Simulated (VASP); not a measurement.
A run of VASP 6.6.1 is set up as follows.

File INCAR:

```
PREC = Accurate
ENCUT = 520
EDIFF = 1E-6
ISMEAR = 1
SIGMA = 0.05
LREAL = F
LASPH = T
NELM = 60
ALGO = Fast
ISIF = 2
LWAVE = F
LCHARG = F
GGA = PE
NBANDS = 18
```

File KPOINTS:

```
regular mesh
0
Gamma
  10 10 6
```

File POSCAR:

```
Cu
1.0
    2.5783692961      0.0000000000      0.0000000000
   -1.2891846430      2.2329333088      0.0000000000
    0.0000000000      0.0000000000      4.1844207918
Cu
2
Direct
    0.3333333333      0.6666666667      0.2500000000
    0.6666666667      0.3333333333      0.7500000000
```

Potentials or basis: VASP PAW PBE potentials, release 64 (Cu).

Run with:

```sh
$ cat potpaw_PBE.64/Cu/POTCAR > POTCAR
$ mpirun -np 1 vasp_std > vasp.out
```

Problem. What does it give for the pressure?

Solution. 0.1 GPa.

Problem. Estimate the band gap on the k mesh.

Solution. None (metal or under the smearing width).

Stress tensor (GPa, compression positive):
```
-0.08  0.00  0.00
 0.00 -0.08  0.00
 0.00  0.00  0.38
```
